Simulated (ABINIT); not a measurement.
Runs of ABINIT 10.8.3 (patched build) on Os. It takes space group P6_3/mmc (No. 194, hexagonal). The conventional cell has a = 2.734 Å, b = 2.734 Å, c = 4.320 Å, α = 90.00°, β = 90.00°, γ = 120.00°. Os (site symmetry -6m2) has 12 Os at 2.68 to 2.73 Å as nearest neighbours. 

```tsv
task	level	potentials or basis	spin	cell	cutoff (eV)	fine-grid cutoff	cell freedom (optcell)	cutoff smearing ecutsm (Ha)	optimiser (ionmov)	force stop (Ha/bohr)	gap on the mesh (eV)	pressure (GPa)	V0 of scaled cells (Å³/atom)	B0 (GPa)
equation of state	PW91	JTH PAW PBE v2.0	off	as given	408	816.342 eV	-	-	-	-	-	-	(a)	399
band structure	LDA-PZ	JTH PAW LDA v2.0	SOC, no magnetisation	as given	408	816.342 eV	-	-	-	-	none	-8.4	-	-
equation of state	PBE	JTH PAW PBE v2.0	off	as given	272	544.228 eV	-	-	-	-	-	-	14.28	402
relaxation of cell and atoms	revPBE+D3	JTH PAW PBE v2.0	off	relaxed	408	816.342 eV	2	0.5	2	5e-05	none	0.0	-	-
band structure	RPBE	JTH PAW PBE v2.0	off	as given	408	816.342 eV	-	-	-	-	none	(b)	-	-
```

Alike in all rows: k mesh 11 × 11 × 6; smearing fermi-dirac 0.05 eV.

Q: Estimate the missing entries.

A: (a) 14.32; (b) 12.9.

Caveats: the PAW data sets were made with another functional, which shifts forces and pressure a little (some runs); pressures at fixed basis lie under the slope of the energies (some runs); the cell was scaled at fixed shape and fractional positions, which overstates the stiffness of a crystal with free parameters, most of all of layers and chains (some runs); the atomic spheres overlap (some runs); pairwise dispersion overbinds metals, which lowers pressure and volume (some runs); spin-orbit coupling is left out, which moves the levels of the heavy elements (some runs).

A k mesh can miss the band edges, and rows without SOC leave out spin-orbit coupling on Os.

A gap of «none» marks a metal or a gap under the smearing width.
